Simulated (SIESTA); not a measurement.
**InSe under changes of volume**

One of the cells (28.559 Å³/atom); the others are scaled copies at fixed shape and fractional positions:

```
In Se
1.0
     5.82639   -2.05465    0.00000
     5.82639    2.05465    0.00000
    -1.72323    0.00000    4.77135
In Se
2 2
Direct
  0.88820 0.88820 0.04684
  0.11180 0.11180 0.95316
  0.66093 0.66093 0.66896
  0.33907 0.33907 0.33104
```

The cell comes from a database or a generator and needn't be the stable form of this composition.

```yaml
Program: SIESTA 5.4.2
Functional: PBEsol
Potentials_or_basis: PseudoDojo 0.4 standard (PBEsol files)
Basis: DZP (energy shift 0.003 Ry; two zetas on semicore shells)
Grid_cutoff: 500 Ry
Energy_shift: 0.003 Ry
k_mesh: 7 × 7 × 6
Occupations: fermi-dirac, width 0.05 eV
Spin: no spin polarisation
```

```tsv
volume (Å³/atom)	energy over the lowest point (meV/atom)	pressure (GPa)	gap on the mesh (eV)	largest force (eV/Å)
26.846	15.60	3.4	1.26	0.890
27.417	5.93	2.0	1.22	0.692
27.988	0.91	0.8	1.19	0.508
28.559	0.00	-0.3	1.15	0.338
29.131	2.73	-1.2	1.11	0.187
29.702	?	?	?	?
30.273	17.52	-2.8	1.01	0.099
```

**Question.** What does the run at 29.702 Å³/atom give?

**Answer.** Energy over the lowest point 8.68 meV/atom; pressure -2.1 GPa; gap on the mesh 1.06 eV; largest force 0.098 eV/Å.

Worked out: A Birch-Murnaghan fit of order 3 (a polynomial in V^(-2/3)) to the other rows has its minimum at 28.41 Å³/atom with B0 = V·E''(V) = 52 GPa and B' = 5.0 at fixed shape and positions, which overstates the stiffness. It gives 8.70 meV/atom at 29.702 Å³/atom, against the run's 8.68, and -dE/dV = -2.1 GPa, against -2.1. A parabola through the other rows of the gap, of slope -2.49 eV per unit of ln V there, gives 1.06 eV, against the run's 1.06.

Energies are extrapolated to zero smearing.

Caveats: spin-orbit coupling is left out, which moves the levels of the heavy elements; an odd mesh through Γ misses points on the zone boundary, where band edges often lie; the basis of atomic orbitals isn't converged, which shifts pressures, moduli and gaps.
